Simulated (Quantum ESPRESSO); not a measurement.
Au, 1 atom in the cell. Symmetry: Fm-3m, No. 225, cubic system. Conventional cell: a = 4.070 Å, b = 4.070 Å, c = 4.070 Å, α = 90.00°, β = 90.00°, γ = 90.00°. Around Au (site symmetry m-3m) lie 12 Au at 2.88 Å. 

| Item | Value |
| --- | --- |
| Program | Quantum ESPRESSO 7.5 |
| Task | phonons |
| Functional | RPBE |
| Potentials or basis | PseudoDojo 0.4.1 SR PBE standard |
| Cutoff | 1034 eV |
| Density cutoff | 4136 eV |
| k mesh | 11 × 11 × 11 |
| Occupations | gaussian, width 0.272 eV |
| Spin | no spin polarisation |
| Mixing beta | 0.5 |
| Most SCF iterations | 120 |
| SCF threshold | 2e-10 Ry |

Potentials or basis: PseudoDojo 0.4.1 SR PBE standard.

The run is started by

```console
$ OMP_NUM_THREADS=1 pw.x -in pw.in > pw.out
$ OMP_NUM_THREADS=1 pw.x -in relax.in > relax.out
$ OMP_NUM_THREADS=1 pw.x -in scf2.in > scf2.out
$ OMP_NUM_THREADS=1 ph.x -in ph.in > ph.out
```

Hardware: 1 thread of Arm Neoverse V1, with other jobs on the host.

Task: How long does it take, and how much memory?

Result: Wall time 14 min on 1 thread of Arm Neoverse V1 (shared host), peak memory 0.09 GiB. Counts: scf iterations 46, k pools 1, bands 16, ion steps 5, k points 56, g dense 10081.
